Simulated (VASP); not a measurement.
A run of VASP 6.6.1 is set up as follows.

The input INCAR:

```
ALGO     = Fast           # electronic algorithm
EDIFF    = 1E-6           # SCF threshold, eV
ENCUT    = 520            # plane-wave cutoff, eV
GGA      = PE             # functional
ISIF     = 2              # what is computed and relaxed
ISMEAR   = -1             # smearing method
IVDW     = 12             # dispersion correction
LASPH    = True           # aspherical terms in the spheres
LCHARG   = False          # write CHGCAR
LREAL    = False          # projectors in reciprocal space
LWAVE    = False          # write WAVECAR
NBANDS   = 34             # bands
NELM     = 60             # most SCF steps
PREC     = Accurate       # precision mode
SIGMA    = 0.02           # smearing width, eV
```

Contents of KPOINTS:

```
k-points
0
Gamma
  1 1 1
```

The input POSCAR:

```
LiH9O5
1.0
    5.2848030000      0.0000000000      0.0000000000
    0.0000000000      5.2848030000      0.0000000000
    0.0000000000      0.0000000000      5.2848030000
O H Li
5 9 1
Direct
    0.4956665367      0.2457234451      0.5617427934
    0.7834539906      0.8655573349      0.7299420622
    1.1673093586      0.7980808367      0.3700800200
    0.0950839606      0.2887335630      0.1114516473
    0.6963930349      0.5314862257      1.0503513565
    0.6101646551      0.3832687803      0.5245417852
    0.5983004475      0.0927565323      0.6193608352
    0.9198261506      0.7832647688      0.6296923461
    0.7177940218      0.7256845714      0.8691525493
    1.2076136045      0.9709160398      0.3180440217
    1.0198488004      0.7599715637      0.2693004829
   -0.0620458322      0.3960034083      0.1439221102
    0.0828980759      0.1833937802     -0.0322623190
    0.6555968122      0.4230242830      0.8959842022
    0.3550179638      0.5431612115      0.1075726002
```

Potentials or basis: VASP PAW PBE potentials, release 64 (O, H, Li_sv).

The run is started by

```bash
$ cat potpaw_PBE.64/O/POTCAR potpaw_PBE.64/H/POTCAR potpaw_PBE.64/Li_sv/POTCAR > POTCAR
$ mpirun -np 1 vasp_gam > vasp.out
```

What does it give for the dispersion energy per atom?

-0.043 eV.

Predict the band gap on the k mesh.

4.05 eV, direct.

Estimate the largest force.

2.521 eV/Å.

Forces on the atoms (eV/Å):
```
O   -0.314 -0.560  0.688
O   -0.058 -0.721  0.112
O    0.651 -0.595 -0.408
O    1.460  0.762  1.908
O   -1.099 -0.391 -1.170
H    0.344  0.083 -0.325
H    0.116  0.491 -0.324
H   -0.500  0.641  0.461
H    1.070  0.977 -0.436
H    0.029  0.657  0.294
H   -0.816 -0.003 -0.332
H   -0.524 -0.781 -1.242
H   -0.775 -0.630 -1.293
H    0.533  0.229  1.347
Li  -0.117 -0.159  0.718
```

 PBE gaps usually lie below the measured ones, often by a third to a half.
